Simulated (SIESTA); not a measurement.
Mo in SIESTA: convergence with ElectronicTemperature

Input of the first run (ElectronicTemperature 0.5); the others differ in this setting and in those tied to it:

The input Mo.fdf:

```
SystemName                      Mo
SystemLabel                     Mo
NumberOfSpecies                 1
NumberOfAtoms                   1
%block ChemicalSpeciesLabel
  1  42 Mo
%endblock ChemicalSpeciesLabel

LatticeConstant                 1.0 Ang
%block LatticeVectors
    -1.5943890000     1.5912960000     1.5845360000
     1.6123860000    -1.5430600000     1.5542960000
     1.6065880000     1.5552580000    -1.5362990000
%endblock LatticeVectors
AtomicCoordinatesFormat         Fractional
%block AtomicCoordinatesAndAtomicSpecies
    -0.0048930000    -0.0285050000    -0.0279780000  1  Mo
%endblock AtomicCoordinatesAndAtomicSpecies

%block kgrid.MonkhorstPack
    9   0   0  0.0
    0   9   0  0.0
    0   0   9  0.0
%endblock kgrid.MonkhorstPack
XC.Functional                   GGA
XC.Authors                      PBEsol
PAO.BasisSize                   DZP
PAO.EnergyShift                 0.003 Ry
Mesh.Cutoff                     800 Ry
OccupationFunction              FD
ElectronicTemperature           0.5 eV
MaxSCFIterations                120
SCF.MustConverge                false
SCF.Mixer.Method                Pulay
SCF.Mixer.Weight                0.25
SCF.Mixer.History               8
SCF.DM.Tolerance                5.0e-05
SCF.H.Tolerance                 1.0e-03 eV
WriteForces                     true
Charge.Mulliken                 end
%block PAO.Basis
  Mo 5
  n=4 0 2
    3.234 0.000
  n=5 0 2
    8.897 0.000
  n=4 1 2
    3.729 0.000
  n=5 1 1
    8.897
  n=4 2 2
    6.735 0.000
%endblock PAO.Basis
```

Potentials or basis: PseudoDojo 0.4 standard (PBEsol files), DZP (energy shift 0.003 Ry; two zetas on semicore shells).

Run with:

```console
$ siesta < Mo.fdf > Mo.out 2>&1
```

The cell isn't the ideal one: cell strained at random at fixed volume.

Hardware: 1 thread of Intel(R) Xeon(R) 6975P-C (Granite Rapids) (shared host).

**Question.** The values tried are 0.5, 0.3, 0.2, 0.1, 0.05, 0.025, 0.01, loosest first. From which on does the energy stay within 1 meV/atom of the tightest run that finished?

**Answer.** From 0.1 on.

| ElectronicTemperature | energy less the tightest run, at zero smearing (meV/atom) | pressure (GPa) | SCF cycles | CPU time (s) | peak memory (GiB) |
| --- | --- | --- | --- | --- | --- |
| 0.5 | 55.71 | -2.03 | 7 | 26 | 0.26 |
| 0.3 | 12.01 | -5.31 | 7 | 26 | 0.26 |
| 0.2 | 1.85 | -5.98 | 7 | 26 | 0.26 |
| 0.1 | 0.05 | -6.37 | 8 | 28 | 0.26 |
| 0.05 | 0.02 | -6.60 | 9 | 30 | 0.26 |
| 0.025 | -0.07 | -6.69 | 9 | 30 | 0.26 |
| 0.01 | 0.00 | -6.71 | 9 | 30 | 0.26 |

Against the tightest run, the pressure stays within 0.1 GPa from 0.025 on. The tightest run that finished is the yardstick and may itself not be fully converged.

Caveat, for the tightest run too: the basis of atomic orbitals isn't converged, which shifts pressures, moduli and gaps.
